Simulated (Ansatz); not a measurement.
## Relaxing selenium (A15)

These are results of DFT, revPBE, plane waves (420 eV) with PAW, scalar-relativistic (Ansatz 0.2.0), not measurements. (PAW data from PBE, frozen cores regenerated.)

k-point mesh 5×5×5, Fermi-Dirac smearing 0.1 eV, no spin polarisation. Cell and atoms relax.

Starting structure:

```yaml
crystal:
  lattice:
    - [5.5877784105, 0.0, 0.0]
    - [0.0, 5.5877784105, 0.0]
    - [0.0, 0.0, 5.5877784105]
  atoms:
    - { symbol: Se, position: [0.0, 0.0, 0.0] }
    - { symbol: Se, position: [0.5, 0.5, 0.5] }
    - { symbol: Se, position: [0.25, 0.0, 0.5] }
    - { symbol: Se, position: [0.75, 0.0, 0.5] }
    - { symbol: Se, position: [0.5, 0.25, 0.0] }
    - { symbol: Se, position: [0.5, 0.75, 0.0] }
    - { symbol: Se, position: [0.0, 0.5, 0.25] }
    - { symbol: Se, position: [0.0, 0.5, 0.75] }
hamiltonian:
  xc: revpbe
  pseudopotentials:
    kind: paw
    azcp:
      Se: "pseudopotentials/Se.paw.azcp"
basis:
  ecutwfc: 420
  fft_grid_basis: typed
kpoints:
  mp_grid: { grid: [5, 5, 5], shift: [0, 0, 0] }
magnetization:
  spin_polarized: false
scf:
  occupations: { method: fermi_dirac, width: 0.1 }
relax:
  max_steps: 60
  f_tol: 0.01
  cell: {}
```

The pressure at the start is -1.3 GPa. By how much does the volume change?

From 21.81 to 21.30 Å³ per atom, -2.3 %. The final cell has a = 5.544 Å.

How much energy does the relaxation gain?

2.2 meV per atom.
